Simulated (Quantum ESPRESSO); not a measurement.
BP:

```
P B
1.0
     0.00000    2.26900    2.26900
     2.26900    0.00000    2.26900
     2.26900    2.26900    0.00000
P B
1 1
Direct
  0.75000 0.75000 0.75000
  0.00000 0.00000 0.00000
```

```yaml
Program: Quantum ESPRESSO 7.5
Task: phonons
Functional: PBE
Potentials_or_basis: SPMS 1.0 PBE
Cutoff: 925 eV
Density_cutoff: 3701 eV
k_mesh: 8 × 8 × 8, shifted
Occupations: fermi-dirac, width 0.05 eV
Spin: no spin polarisation
Mixing_beta: 0.5
Most_SCF_iterations: 120
SCF_threshold: 4e-10 Ry
```

The first run showed a gap, so the response started from a second, tighter run with fixed occupations.

Q: What is the highest optical frequency at the zone centre, leaving out the macroscopic field of polar modes?

A: 804 cm⁻¹, a mode of symmetry T2 (IR and Raman). With the field the highest mode lies at 809 cm⁻¹.

Optical modes at Γ, degenerate ones joined, polar ones without the macroscopic field:
```csv
cm⁻¹,components,symmetry,active in,"IR intensity, summed ((D/Å)²/amu)"
804,3,T2,IR and Raman,2.32
```

Zone-centre frequencies without and with the macroscopic field along z (cm⁻¹):
```csv
,optical modes in rising order
without,804 804 804
with the field,804 804 809
```

Born effective charge tensors (e):
atom 1, P
```
0.52 0.00 0.00
0.00 0.52 0.00
0.00 0.00 0.52
```
atom 2, B
```
-0.52  0.00  0.00
 0.00 -0.52  0.00
 0.00  0.00 -0.52
```
